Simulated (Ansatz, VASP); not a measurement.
**ZnS in VASP and in Ansatz**

POSCAR

```
ZnS
1.0
    0.0000000000      2.7046500000      2.7046500000
    2.7046500000      0.0000000000      2.7046500000
    2.7046500000      2.7046500000      0.0000000000
Zn S
1 1
Direct
    0.0000000000      0.0000000000      0.0000000000
    0.7500000000      0.7500000000      0.7500000000
```

File INCAR.step1:

```
PREC = Accurate ; ENCUT = 520
ISMEAR = 0 ; SIGMA = 0.05
LREAL = F ; LASPH = T
NELM = 60 ; NBANDS = 16
GGA = PE ; ALGO = Normal
EDIFF = 1E-4 ; LWAVE = T
LCHARG = F
```

INCAR.step2

```
PREC = Accurate ; ENCUT = 520
EDIFF = 1E-7 ; ISMEAR = 0
SIGMA = 0.05 ; LREAL = F
LASPH = T ; NELM = 60
ALGO = Normal ; ISIF = 2
LWAVE = F ; LCHARG = F
METAGGA = R2SCAN ; LMIXTAU = T
NBANDS = 16 ; ISTART = 1
```

File KPOINTS:

```
regular mesh
0
Gamma
  8 8 8
```

Input for Ansatz:

```yaml
crystal:
  lattice:
    - [0.0, 2.70465, 2.70465]
    - [2.70465, 0.0, 2.70465]
    - [2.70465, 2.70465, 0.0]
  atoms:
    - { symbol: Zn, position: [0.0, 0.0, 0.0] }
    - { symbol: S, position: [0.75, 0.75, 0.75] }
basis:
  ecutwfc: 500
kpoints:
  mp_grid: { grid: [8, 8, 8] }
hamiltonian:
  xc: r2scan
scf:
  occupations: { method: gaussian, width: 0.05 }
output:
  forces: true
  stress: true
  eigenvalues: true
  write_density: true
  write_potential: true
  elf: true
  volumetric_format: npy
```

Alike in both runs: task single point; functional r2SCAN; k mesh 8 × 8 × 8; occupations gaussian, width 0.05 eV; no spin polarisation.

```csv
,VASP,Ansatz
version,VASP 6.6.1,Ansatz 0.2.0
potentials or method,"VASP PAW PBE potentials, release 64 (Zn, S)","scalar-relativistic, plane waves, PAW"
plane-wave cutoff (eV),520,500
valence electrons in the cell,18,18
```

Ansatz gave:

| Item | Value |
| --- | --- |
| gap on the k mesh at the Fermi level (eV) | 2.65 |
| least direct gap on the mesh (eV) | 2.65 |
| pressure (GPa) | -0.9 |

Problem. Estimate VASP's values.

Solution. gap on the k mesh at the Fermi level (eV): 2.66; least direct gap on the mesh (eV): 2.66; pressure (GPa): -0.8.

Caveats: the PAW data sets were made with another functional, which shifts forces and pressure a little (VASP). r2SCAN opens gaps a little over a GGA but as a rule still falls short of measured ones.
